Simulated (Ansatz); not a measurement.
System: NaI (rock salt type), 2 atoms in the cell.

```
CELL_PARAMETERS angstrom
0.00000 3.26500 3.26500
3.26500 0.00000 3.26500
3.26500 3.26500 0.00000
ATOMIC_POSITIONS crystal
Na 0.00000 0.00000 0.00000
I 0.50000 0.50000 0.50000
```

Code and potentials: Ansatz PAW hard set, 700 eV. Settings of the plain PBE run: k-mesh 6×6×6 Γ-centred; Fermi–Dirac smearing of 0.02 eV; no spin polarisation; no spin–orbit coupling.

One run gave:

| Quantity | Value |
| --- | --- |
| Pressure | -0.51 GPa |
| Gap on the mesh | 4.35 eV |

Task: Which level of theory was it?
A. PBE
B. r²SCAN
C. PBE with spin–orbit coupling

Result: B. All runs:

| level | pressure (GPa) | gap (eV) |
| --- | --- | --- |
| PBE | 0.00 | 3.58 |
| PBE with spin–orbit coupling | 0.03 | 3.24 |
| r²SCAN | -0.51 | 4.35 |

The stress includes the program's correction for the finite plane-wave basis.

Potentials made with PBE were used with another functional (at least in: Ansatz PAW hard set, 700 eV (r²SCAN)). Semilocal functionals give gaps that mostly lie well below measured ones.
